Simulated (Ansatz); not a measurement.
# Nickel, hcp: HSE06 after PBE, part 1 of 2

Aim: see what exact exchange does to the levels and moments, and what it costs. The cell comes from an earlier PBE relaxation. Exact exchange is dear, so the k-mesh is coarse, and PBE is run on the same mesh for comparison.

Computed with Ansatz 0.2.0 (DFT, plane waves (420 eV) with PBE-made PAW files, scalar-relativistic; functionals as named at each step, unless a step says otherwise).

### Step 1. Starting point

The structure is hexagonal, space group P6_3/mmc (No. 194). The conventional cell has a = 2.488 Å, b = 2.488 Å, c = 4.078 Å, α = 90.00°, β = 90.00°, γ = 120.00°. Around Ni (site symmetry -6m2) lie 12 Ni at 2.49 Å.

Coordinates:

```cif
data_structure
_symmetry_space_group_name_H-M 'P 1'
_symmetry_Int_Tables_number 1
_cell_length_a 2.4881
_cell_length_b 2.4881
_cell_length_c 4.0778
_cell_angle_alpha 90.000
_cell_angle_beta 90.000
_cell_angle_gamma 120.000
_cell_volume 21.86
loop_
_atom_site_label
_atom_site_type_symbol
_atom_site_fract_x
_atom_site_fract_y
_atom_site_fract_z
_atom_site_occupancy
Ni1 Ni 0.33333 0.66667 0.25000 1
Ni2 Ni 0.66667 0.33333 0.75000 1
```

Starting moments (μB): +0.69 ×2.

### Step 2. PBE on the coarse mesh

The run with PBE.

Input file input.yaml:

```yaml
crystal:
  lattice:
    - [2.4881258662, 0.0, 0.0]
    - [-1.2440629331, 2.1547802079, 0.0]
    - [0.0, 0.0, 4.0777864125]
  atoms:
    - { symbol: Ni, position: [0.3333333333, 0.6666666667, 0.25], spin: 0.688 }
    - { symbol: Ni, position: [0.6666666667, 0.3333333333, 0.75], spin: 0.688 }
hamiltonian:
  xc: pbe
  pseudopotentials:
    kind: paw
    azcp:
      Ni: "pseudopotentials/Ni.paw.azcp"
basis:
  ecutwfc: 420
  fft_grid_basis: typed
kpoints:
  mp_grid: { grid: [7, 7, 4], shift: [0, 0, 0] }
magnetization:
  spin_polarized: true
scf:
  occupations: { method: fermi_dirac, width: 0.1 }
```

Run with:

```sh
ansatz run input.yaml --threads 4 --pin off --max-ram 8192MiB --backend cpu --events-out ev --progress --plain --runs-dir out
```

The log of the run:

```text
Warning: RAYON_NUM_THREADS=4 ignored (pool sized by the plan → 4); use --threads N
Engine: ansatz 0.2.0, aarch64-unknown-linux-gnu
Pseudopotentials: kind: paw
Pseudopotential: Ni, paw, valence charge 18, recommended cutoff 420 eV (normal), <dir>
Functional definition: PBE
  parameter kappa = 0.804
  parameter beta = 0.06672455060314922
  exchange = pbe_x(kappa = kappa, mu = beta*pi^2/3)
  correlation = pbe_c(beta = beta)
Crystal: 2 atoms, lattice volume = 21.862 Å³
Basis set: ecut = 420 eV, 391 PW (Γ)
Bands: 23, of which v1, the nominal top of the filled ones, is band 18 counted from 1 (17 counted from 0)
Symmetry: 24 space group operations
Space group: P63/mmc (ITA 194), of the structure as read, at distance tolerance 2.8e-5 Å
Magnetic group: BNS 194.263 (UNI 1493), of the structure as read, at distance tolerance 2.8e-5 Å
k-points: 24 of 196
Non-local potential: Ni, projectors of the file, l = 0: 3, l = 1: 2, l = 2: 3, l = 3: 1
PAW form: soft (Blöchl's): semilocal exchange-correlation on the pseudo side does not see the compensation charge
PAW one-centre angular grid: Ni, 590 points (default); XC on 64 Gauss nodes
Initial density: superposition of atomic densities (chi_scale 0.1, normalization cell)
Starting moments: Σ|m| = 1.376 μB on 2 of 2 sites
Initial wavefunctions: pseudopotential atomic-orbital guess
Functional: x = pbe(κ = 0.804, μ = 0.2195149727645171), c = pbe(β = 0.06672455060314922)
iter 1 solved again at ethr=2.82e-3 eV; its pass at ethr=3.10e-3 eV (dr2=1.02e0 eV) is discarded
SCF iter   1: F=—  HF=-11677.996450 eV  |F-HF|=—  |Δ(HF+E_count)|=         —  Δρ=1.02e-1 (↑2.27e-2 ↓1.02e-1)  dr2=1.01e0  dr2_m=7.36e-1  M=1.898 μB ∫|m|=1.977 μB  β_m=0.30  ethr=2.82e-3  ⟨swp⟩=1.0  Hψ=5490  notcnv=0
Mixer restart at iter 1: flushing history
preconditioner: auto → none  [metal: Δε(μ)=0.078 eV  Ē_g=9.463 eV  σ=0.100 eV  W_gap=0.19  n_scr=8 (ndim 8)  ℏωp=35.5 eV  f_vac=0.000  D(μ)=3.14/eV (n_scr^D=42)  sad-step TF]
SCF iter   2: F=—  HF=-11677.812852 eV  |F-HF|=—  |Δ(HF+E_count)|=   1.84e-1  Δρ=3.75e-2 (↑3.75e-2 ↓2.47e-2)  dr2=2.65e-2  dr2_m=1.80e-1  M=1.703 μB ∫|m|=1.811 μB  β_m=0.35  ethr=2.82e-3  ⟨swp⟩=2.0  Hψ=1689  notcnv=0
SCF iter   3: F=—  HF=-11678.553868 eV  |F-HF|=—  |Δ(HF+E_count)|=   7.41e-1  Δρ=2.07e-2 (↑2.07e-2 ↓8.30e-3)  dr2=1.72e-2  dr2_m=3.77e-2  M=1.621 μB ∫|m|=1.753 μB  β_m=0.53  ethr=7.36e-5  ⟨swp⟩=2.1  Hψ=2443  notcnv=0  defer=1
SCF iter   4: F=—  HF=-11679.261250 eV  |F-HF|=—  |Δ(HF+E_count)|=   7.07e-1  Δρ=1.79e-2 (↑1.00e-2 ↓1.79e-2)  dr2=9.38e-2  dr2_m=4.57e-3  M=1.487 μB ∫|m|=1.640 μB  β_m=0.77  ethr=4.77e-5  ⟨swp⟩=2.3  Hψ=2126  notcnv=0  defer=1
SCF iter   5: F=—  HF=-11679.439436 eV  |F-HF|=—  |Δ(HF+E_count)|=   1.78e-1  Δρ=5.72e-3 (↑4.40e-3 ↓5.72e-3)  dr2=4.52e-4  dr2_m=5.09e-3  M=1.378 μB ∫|m|=1.535 μB  β_m=0.72  ethr=4.77e-5  ⟨swp⟩=2.0  Hψ=2214  notcnv=0  defer=2
SCF iter   6: F=—  HF=-11679.435585 eV  |F-HF|=—  |Δ(HF+E_count)|=   3.85e-3  Δρ=6.84e-3 (↑1.30e-3 ↓6.84e-3)  dr2=6.31e-3  dr2_m=2.44e-3  M=1.378 μB ∫|m|=1.535 μB  β_m=0.72  ethr=1.25e-6  ⟨swp⟩=2.0  Hψ=2256  notcnv=0  defer=2
SCF iter   7: F=—  HF=-11679.442031 eV  |F-HF|=—  |Δ(HF+E_count)|=   6.45e-3  Δρ=1.05e-3 (↑2.31e-4 ↓1.05e-3)  dr2=1.63e-4  dr2_m=5.37e-5  M=1.348 μB ∫|m|=1.505 μB  β_m=0.84  ethr=1.25e-6  ⟨swp⟩=2.0  Hψ=2072  notcnv=0  defer=2
SCF iter   8: F=—  HF=-11679.442244 eV  |F-HF|=—  |Δ(HF+E_count)|=   2.13e-4  Δρ=8.39e-5 (↑1.28e-5 ↓8.39e-5)  dr2=6.92e-7  dr2_m=3.58e-7  M=1.342 μB ∫|m|=1.499 μB  β_m=0.81  ethr=4.54e-7  ⟨swp⟩=2.2  Hψ=1709  notcnv=0  defer=2
SCF iter   9: F=—  HF=-11679.442244 eV  |F-HF|=—  |Δ(HF+E_count)|=   9.49e-8  Δρ=1.11e-5 (↑9.28e-6 ↓1.11e-5)  dr2=3.83e-8  dr2_m=3.11e-9  M=1.342 μB ∫|m|=1.499 μB  β_m=0.79  ethr=1.92e-9  ⟨swp⟩=2.0  Hψ=1879  notcnv=0  defer=2
SCF iter  10: F=-11679.442244 eV  HF=-11679.442244 eV  |F-HF|=1.71e-8  |Δ(HF+E_count)|=   5.15e-8  Δρ=1.04e-5 (↑4.04e-6 ↓1.04e-5)  dr2=2.39e-8  dr2_m=2.58e-9  M=1.342 μB ∫|m|=1.499 μB  ethr=1.06e-10  ⟨swp⟩=1.2  Hψ=2993  notcnv=0
SCF 1 converged in 10 iterations: F = -11679.442244 eV  dr2 = 2.39e-8
SCF converged after 10 iterations
Magnetization: 1.3417 μB (18.6709 up, 17.3291 down)
Absolute magnetization: 1.5004 μB (∫|ρ↑−ρ↓|, with the PAW one-centre terms)
Spin contamination: 0.0131 ħ² per cell (⟨S²⟩ above its minimum at these occupations)
Per-site moments (μB) at R_I (Å): [(0.7052302791756048, 1.0263519197974114), (0.7052302791756052, 1.0263519197974114)]
Free energy (F): -11679.442244 eV
Harris-Foulkes:  -11679.442244 eV  (|F-HF|=1.71e-8)
Internal energy: -11679.318546 eV  (E = F + TS)
E sigma→0 (E₀):  -11679.380395 eV
Entropy (-TS):   -0.123698 eV (-61.849 meV/atom)
Fermi energy:    18.094671 eV
--- Per-component energies (eV) ---
  E_band       = -572.108943
  E_kinetic    = 563.864837
  E_local      = -6889.659529  (includes V_loc(G=0)·N_el)
  E_nonlocal   = 1271.159088
  E_hartree    = 2875.484012
  E_xc         = -169.497728
  E_vxc        = -218.561737  (∫ρ·V_xc dr)
  E_paw        = -3259.172171  (= ΣΔE_a)
  E_vpaw       = -1049.864416  (= ΣTr[D̂ρ^β])
  E_aug_tail   = 0.001050  (compensation charges beyond the density's cutoff)
  E_ewald      = -6071.498105
  E_smearing   = -0.123698  (= −TS)
  E_closure    = -0.000000  (closes the sum)
  Σ components = -11679.442244   (vs F -11679.442244, Δ=0.00e0)
```

It took 0.93 s on 4 threads of Arm Neoverse V1, shared host; peak memory 0.28 GiB.

(Continued in part 2 of 2.)
